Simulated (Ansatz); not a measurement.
All numbers below come from Ansatz, DFT PBE, scalar-relativistic, plane waves, PAW. All cells share a 420 eV cutoff and Γ-centred k meshes spaced at most about 0.3 Å⁻¹ (about 0.25 or finer for metals, 2π included). No spin polarisation.

These are static total energies at zero pressure.

Question: Order these relaxed structures of La by energy, lowest first, with the energy over the lowest of them.
A.

```
CELL_PARAMETERS angstrom
0.00000 4.80548 4.80548
4.80548 0.00000 4.80548
4.80548 4.80548 0.00000
ATOMIC_POSITIONS crystal
La 0.62500 0.62500 0.62500
La 0.62500 0.62500 0.12500
La 0.62500 0.12500 0.62500
La 0.12500 0.62500 0.62500
```

B.

```
CELL_PARAMETERS angstrom
5.02310 0.00000 0.00000
0.00000 5.02310 0.00000
0.00000 0.00000 5.02310
ATOMIC_POSITIONS crystal
La 0.00000 0.50000 0.50000
La 0.50000 0.00000 0.50000
La 0.50000 0.50000 0.00000
```

C.

```
CELL_PARAMETERS angstrom
3.31879 0.00000 0.00000
0.00000 3.31879 0.00000
0.00000 0.00000 3.31879
ATOMIC_POSITIONS crystal
La 0.50000 0.50000 0.50000
```

Answer: C (0 meV/atom), B (86 meV/atom), A (702 meV/atom). Forms: C simple cubic type, Pm-3m; B Pm-3m; A Fd-3m. Counting all near atoms (those within 1.25 times the shortest distance at each site): C has La 6; B has La 8; A has La 6. All come from invented guesses.

Cells relaxed within their symmetry can be saddle points. Some structure types and database cells were kept out of the candidates from the start, so a known form may be missing.
